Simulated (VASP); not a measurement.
MoSe2:

```xyz
6
Lattice="3.2880 0.0000 0.0000 -1.6440 2.8475 0.0000 0.0000 0.0000 12.9000" Properties=species:S:1:pos:R:3 pbc="T T T"
Mo    1.6440    0.9492    9.6750
Mo    0.0000    1.8983    3.2250
Se    1.6440    0.9492    4.8375
Se    0.0000    1.8983   11.2875
Se    1.6440    0.9492    1.6125
Se    0.0000    1.8983    8.0625
```

Base run:

* Program: VASP 6.6.1
* Functional: LAK
* Potentials or basis: VASP PAW PBE potentials, release 64 (Mo_sv, Se)
* Cutoff: 520 eV
* k mesh: 9 × 9 × 2
* Occupations: fermi-dirac, width 0.05 eV
* Spin: no spin polarisation

Its results: band gap on the k mesh 1.02 eV, indirect (least direct gap 1.53 eV).

Problem. The run is repeated on the same cell with these changes: functional from LAK to LMBJ. What comes out?

Solution. Band gap on the k mesh 0.96 eV, indirect (least direct gap 1.38 eV).
